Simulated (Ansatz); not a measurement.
# GaAs (F-43m) in Ansatz: notebook

Aim: see how the results for GaAs move with the level of theory and the settings. Levels: PBEsol, PBE. Tasks: band structure, elastic constants, phonons.

All numbers are computed with Ansatz 0.2.0; they aren't measurements. Logs are shortened: lines on timing, memory, paths and dates and some standing lists are left out, and cuts for length are marked.

**What was measured.**

“Evidence of valence band perturbations in GaAsN/GaAs(001): A combined variable-angle spectroscopic ellipsometry and modulated photoreflectance investigation”, 2008, arxiv:0805.2212 reports, for a bulk crystal of GaAs at 300 K: band gap 1.418 ± 0.005 eV (direct); band gap 1.412 ± 0.01 eV (direct).

The runs below are set against these values where they give the same quantity.

### Step 1. The crystal as given

Symmetry: F-43m, No. 216, cubic system. Conventional cell: a = 5.654 Å, b = 5.654 Å, c = 5.654 Å, α = 90.00°, β = 90.00°, γ = 90.00°. Around As (site symmetry -43m) lie 4 Ga at 2.45 Å. Ga (site symmetry -43m) is surrounded by 4 As at 2.45 Å.

### Step 2. Band structure, PBEsol

File input.yaml:

```yaml
crystal:
  lattice:
    - [0.0, 2.82685, 2.82685]
    - [2.82685, 0.0, 2.82685]
    - [2.82685, 2.82685, 0.0]
  atoms:
    - { symbol: As, position: [0.75, 0.75, 0.75] }
    - { symbol: Ga, position: [0.0, 0.0, 0.0] }
kpoints:
  mp_grid: { grid: [8, 8, 8] }
  band_path:
    path:
      - [0.0, 0.0, 0.0]
      - [0.5, 0.0, 0.5]
      - [0.5, 0.25, 0.75]
      - [0.375, 0.375, 0.75]
      - [0.0, 0.0, 0.0]
      - [0.5, 0.5, 0.5]
      - [0.625, 0.25, 0.625]
      - [0.5, 0.25, 0.75]
    npoints: 10
scf:
  occupations: { method: fermi_dirac, width: 0.05 }
hamiltonian:
  xc: pbesol
  pseudopotentials: { kind: all_electron, lapw: { basis_error: 0.001 } }
output:
  forces: true
  stress: true
  eigenvalues: true
```

Potentials or basis: all-electron LAPW, scalar-relativistic.

Started as:

```sh
> ansatz run input.yaml --threads 1 --pin off --max-ram 3072MiB --backend cpu --events-out ev --progress --plain --runs-dir out
```

What it wrote:

```text
Warning: RAYON_NUM_THREADS=1 ignored (pool sized by the plan → 1); use --threads N
LAPW: plane waves up to 9.108 Å⁻¹, error target 1.0e-3 eV per atom; small_component_spin mean_spin; Ga in spheres of 1.234 Å, 21 of its electrons in bands, Dirac shells []; As in spheres of 1.214 Å, 23 of its electrons in bands, Dirac shells [] (how accurate: hamiltonian.pseudopotentials.lapw.basis_error, Limitations)
Engine: ansatz 0.2.0, x86_64-unknown-linux-gnu
Pseudopotentials: kind: all_electron
Pseudopotential: As, LAPW, valence charge 23, lapw/all_electron/scalar/gaussian/As, Koelling and Harmon's equation, gaussian nucleus
Pseudopotential: Ga, LAPW, valence charge 21, lapw/all_electron/scalar/gaussian/Ga, Koelling and Harmon's equation, gaussian nucleus
Functional definition: PBEsol
  exchange = pbesol_x
  correlation = pbesol_c
Crystal: 2 atoms, lattice volume = 45.179 Å³
Basis set: ecut = 316.0543304737369 eV, 561 PW (Γ), exchange–correlation at level 2
Bands: 27, of which v1, the nominal top of the filled ones, is band 22 counted from 1 (21 counted from 0)
Symmetry: 24 space group operations
Space group: F-43m (ITA 216), of the structure as read, at distance tolerance 3.6e-5 Å
k-points: 29 of 512 (time reversal used)
Non-local potential: As, projectors of the file, none
Non-local potential: Ga, projectors of the file, none
Initial density: superposition of atomic densities (chi_scale 0.1, normalization cell, long waves kept (reshape's long-wave potential 0.00 eV rms))
Initial wavefunctions: plane waves of lowest kinetic energy (no species holds an atomic orbital)
Functional: x = pbesol(κ = 0.804, μ = 0.12345679012345678), c = pbesol(β = 0.046)
iter 1 solved again at ethr=1.20e-3 eV; its pass at ethr=1.00e-1 eV (dr2=5.29e-1 eV) is discarded
SCF iter   1: F=—  HF=-114341.688970 eV  |F-HF|=—  |Δ(HF+E_count)|=         —  Δρ=2.99e-2  dr2=5.30e-1  ethr=1.20e-3  ⟨swp⟩=2.0  Hψ=4832  notcnv=0
preconditioner: auto → none  [insulator: Δε(μ)=0.669 eV  Ē_g=15.877 eV  σ=0.050 eV  W_gap=1.00  n_scr=14 (ndim 8)  ℏωp=23.4 eV  f_vac=0.115  D(μ)=0.00/eV (n_scr^D=0)  ε∞_Penn≈3.2]
SCF iter   2: F=—  HF=-114341.531024 eV  |F-HF|=—  |Δ(HF+E_count)|=   1.58e-1  Δρ=1.17e-2  dr2=5.69e-2  ethr=1.20e-3  ⟨swp⟩=2.3  Hψ=2332  notcnv=0
SCF iter   3: F=—  HF=-114341.512165 eV  |F-HF|=—  |Δ(HF+E_count)|=   1.89e-2  Δρ=5.10e-3  dr2=1.06e-2  ethr=1.29e-4  ⟨swp⟩=2.0  Hψ=2319  notcnv=0
iter 4 solved again at ethr=7.79e-7 eV; its pass at ethr=2.42e-5 eV (dr2=3.43e-4 eV) is discarded
SCF iter   4: F=—  HF=-114341.506351 eV  |F-HF|=—  |Δ(HF+E_count)|=         —  Δρ=9.95e-4  dr2=3.41e-4  ethr=7.79e-7  ⟨swp⟩=2.0  Hψ=3784  notcnv=0
the basis was enlarged: its passes take 96.5 KiB over the memory plan, 1 of 1 planned eigensolver slots
SCF iter   5: F=—  HF=-114341.506219 eV  |F-HF|=—  |Δ(HF+E_count)|=   1.32e-4  Δρ=1.84e-4  dr2=8.77e-6  ethr=7.76e-7  ⟨swp⟩=2.0  Hψ=2176  notcnv=0
SCF iter   6: F=—  HF=-114341.506224 eV  |F-HF|=—  |Δ(HF+E_count)|=   5.05e-6  Δρ=6.01e-5  dr2=1.23e-6  ethr=1.99e-8  ⟨swp⟩=3.0  Hψ=2264  notcnv=0
SCF iter   7: F=-114341.506225 eV  HF=-114341.506225 eV  |F-HF|=5.28e-8  |Δ(HF+E_count)|=   1.02e-6  Δρ=1.00e-5  dr2=3.92e-8  ethr=2.79e-9  ⟨swp⟩=3.0  Hψ=2280  notcnv=0
SCF 1 converged in 7 iterations: F = -114341.506225 eV  dr2 = 3.92e-8
NSCF: frozen V_eff on 71 k-points
SCF converged after 7 iterations
Free energy (F): -114341.506225 eV
Harris-Foulkes:  -114341.506225 eV  (|F-HF|=5.28e-8)
Internal energy: -114341.506181 eV  (E = F + TS)
E sigma→0 (E₀):  -114341.506203 eV
Entropy (-TS):   -0.000045 eV (-0.022 meV/atom)
Fermi energy:    9.477403 eV
--- Per-component energies (eV) ---
  E_band       = -2123.164386
  E_kinetic    = 116741.060768
  E_xc         = -4257.705022
  E_electrostatic = -226824.861926  (all electrons and nuclei)
  E_smearing   = -0.000045  (= −TS)
  E_closure    = 0.000000  (closes the sum)
  E_atoms      = -114332.430773  (free atoms, spherical and without spin; not in F)
  Σ components = -114341.506225   (vs F -114341.506225, Δ=0.00e0)
  Basis errors (estimates in eV, not in F): energy 4.4e-4 per atom: plane waves 4.0e-4 (2.3e-4 summed), levels above the bands 1.8e-75, relativity 1.8e-8, radial functions 4.3e-5, core shells 8.9e-11; eigenvalues (radial functions only) 8.7e-7; not estimated: angular momenta, meshes, grids; target (lapw.basis_error) 1.0e-3; muffin-tin radii Ga 1.234 Å, As 1.214 Å
--- Forces (eV/Å), atoms counted from 1 ---
  atom   1  As    -0.00000000     0.00000000     0.00000000
  atom   2  Ga     0.00000000    -0.00000000     0.00000000
  max |Σ_I F_I| component: 1.62e-17 eV/Å
--- Stress (GPa, compression-positive) ---
        0.191373       0.000000       0.000000
        0.000000       0.191373       0.000000
        0.000000       0.000000       0.191373
  P = ⅓ Tr σ = 0.1914 GPa (1.914 kbar)
--- Band table (eV; the first three rows and the last of 29) ---
  k-point 0: bands = ["-175.1222", "-134.0232", "-118.6831", "-118.6831", "-118.6831", "-84.9253", "-84.9253", "-84.9253", "-25.9412", "-25.9412", "-25.9412", "-25.9313", "-25.9313", "-5.5512", "-5.5512", "-5.5512", "-5.4720", "-5.4720", "-3.5272", "9.2249", "9.2249", "9.2249", "9.6713", "12.9263", "12.9263", "12.9263", "16.6285"]
  k-point 1: bands = ["-175.1222", "-134.0232", "-118.6831", "-118.6831", "-118.6831", "-84.9253", "-84.9253", "-84.9253", "-25.9412", "-25.9411", "-25.9411", "-25.9313", "-25.9313", "-5.5652", "-5.5476", "-5.5476", "-5.4722", "-5.4722", "-3.3438", "7.2372", "8.9873", "8.9873", "10.7656", "13.2756", "13.2756", "13.3640", "17.5899"]
  k-point 2: bands = ["-175.1222", "-134.0232", "-118.6831", "-118.6831", "-118.6831", "-84.9253", "-84.9253", "-84.9253", "-25.9411", "-25.9408", "-25.9408", "-25.9312", "-25.9312", "-5.5957", "-5.5398", "-5.5398", "-5.4718", "-5.4718", "-2.8318", "5.0604", "8.5436", "8.5436", "10.6130", "13.7911", "13.7911", "15.1008", "18.0230"]
  k-point 28: bands = ["-175.1222", "-134.0232", "-118.6831", "-118.6831", "-118.6831", "-84.9253", "-84.9253", "-84.9253", "-25.9410", "-25.9406", "-25.9394", "-25.9314", "-25.9307", "-5.6523", "-5.5195", "-5.5066", "-5.4829", "-5.4684", "-0.9561", "2.5779", "5.6575", "5.8490", "13.8214", "13.8552", "14.5738", "15.1780", "20.2243"]
```

Wall time 21 s (1 thread of Intel Xeon at 2.70GHz, shared host); peak memory 0.32 GiB.

Results:

| Property | Result |
| --- | --- |
| Free energy | -114341.5062 eV |
| Pressure | 0.2 GPa |
| Band gap on the k mesh | 0.45 eV, direct |
| Band gap along the path | 0.45 eV, direct |

Levels at the corners of the path, in eV from the valence-band top:
```
point  band 18  band 19  band 20  band 21  band 22  band 23  band 24  band 25  band 26  band 27
    Γ   -14.70   -12.75     0.00     0.00     0.00     0.45     3.70     3.70     3.70     7.40
    X   -14.68   -10.24    -6.84    -2.69    -2.69     1.36     1.58    10.13    10.13    10.87
    W   -14.69   -10.18    -6.65    -3.57    -3.38     4.60     4.63     5.35     5.95    11.00
    K   -14.69   -10.28    -6.65    -3.90    -2.27     1.87     4.57     7.89     8.03     8.57
    Γ   -14.70   -12.75     0.00     0.00     0.00     0.45     3.70     3.70     3.70     7.40
    L   -14.69   -10.98    -6.67    -1.15    -1.15     0.93     4.59     4.59     7.59    10.27
    U   -14.69   -10.28    -6.65    -3.90    -2.27     1.87     4.57     7.89     8.03     8.57
    W   -14.69   -10.18    -6.65    -3.57    -3.38     4.60     4.63     5.35     5.95    11.00
```

### Step 3. Elastic constants, PBE

File input.yaml:

```yaml
crystal:
  lattice:
    - [0.0, 2.82685, 2.82685]
    - [2.82685, 0.0, 2.82685]
    - [2.82685, 2.82685, 0.0]
  atoms:
    - { symbol: As, position: [0.75, 0.75, 0.75] }
    - { symbol: Ga, position: [0.0, 0.0, 0.0] }
kpoints:
  mp_grid: { grid: [6, 6, 6] }
scf:
  occupations: { method: fermi_dirac, width: 0.05 }
hamiltonian:
  xc: pbe
  pseudopotentials: { kind: all_electron, lapw: { basis_error: 0.001 } }
output:
  forces: true
  stress: true
elastic:
  mode: clamped_ion
  stencil: two_point
```

Potentials or basis: all-electron LAPW, scalar-relativistic.

Started as:

```sh
> ansatz run input.yaml --threads 1 --pin off --max-ram 3072MiB --backend cpu --events-out ev --progress --plain --runs-dir out
```

Wall time 92 s (1 thread of Intel Xeon at 2.70GHz, shared host); peak memory 0.39 GiB.

It converged, with:

```yaml
Free_energy: -114424.4307 eV
Pressure: 3.3 GPa
Band_gap_on_the_k_mesh: 0.52 eV, direct
Clamped-ion_elastic_constants_C11_C12_C44: 116, 56, 78 GPa
Voigt_bulk_modulus: 76 GPa
```

Levels at points of the mesh, in eV from the valence-band top:
```csv
k point,band 20,band 21,band 22,band 23,band 24,band 25
"(0.00, 0.00, 0.00)",0.00,0.00,0.00,0.52,3.74,3.74
"(0.00, 0.00, -0.50)",-6.63,-1.14,-1.14,1.00,4.64,4.64
"(0.00, -0.50, -0.50)",-6.81,-2.68,-2.68,1.47,1.66,10.18
```

Elastic tensor in Voigt notation (GPa, ions clamped, in the Cartesian axes of the cell as first typed):
```
116  56  56   0   0   0
 56 116  56   0   0   0
 56  56 116   0   0   0
  0   0   0  78   0   0
  0   0   0   0  78   0
  0   0   0   0   0  78
```

Caveat: the cell is more than 3 GPa from zero pressure, which shifts response properties.

(Part 1 of 2 ends here.)
